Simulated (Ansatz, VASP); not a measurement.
## Two plane-wave programs on Cd

```
CELL_PARAMETERS angstrom
3.25244 -0.06633 -0.01722
-1.68367 2.43117 0.06989
-0.06657 0.27354 12.94018
ATOMIC_POSITIONS crystal
Cd 0.38189 0.70357 0.13013
Cd 0.28901 0.59400 0.64111
Cd 0.43240 0.24952 0.38448
Cd 0.89670 0.45290 0.84428
```

Change from the starting cell: all atoms moved at random, sigma 0.4 Å a component, cell strained at random, sigma 0.1.

Alike in both runs: task single point; functional PBE; k mesh 12 × 12 × 4; occupations gaussian, width 0.15 eV; no spin polarisation.

```csv
,VASP,Ansatz
version,VASP 6.6.1,Ansatz 0.2.0
potentials or method,"VASP PAW PBE potentials, release 64 (Cd)","scalar-relativistic, plane waves, PAW"
plane-wave cutoff (eV),520,420
valence electrons in the cell,48,80
```

Ansatz gave:

```
gap on the k mesh at the Fermi level (eV)       : none
pressure (GPa)                                  : 1.5
largest component of the traceless stress (GPa) : 2.90
rms of the force components (eV/Å)              : 0.307
```

What did VASP give for the same quantities?

gap on the k mesh at the Fermi level (eV): none; pressure (GPa): 1.8; largest component of the traceless stress (GPa): 3.03; rms of the force components (eV/Å): 0.316.

Atom by atom the forces differ by 0.009 eV/Å (rms over components). A gap of «none» marks a metal or a gap that the smearing closes. The two sets of potentials don't hold the same shells in valence.
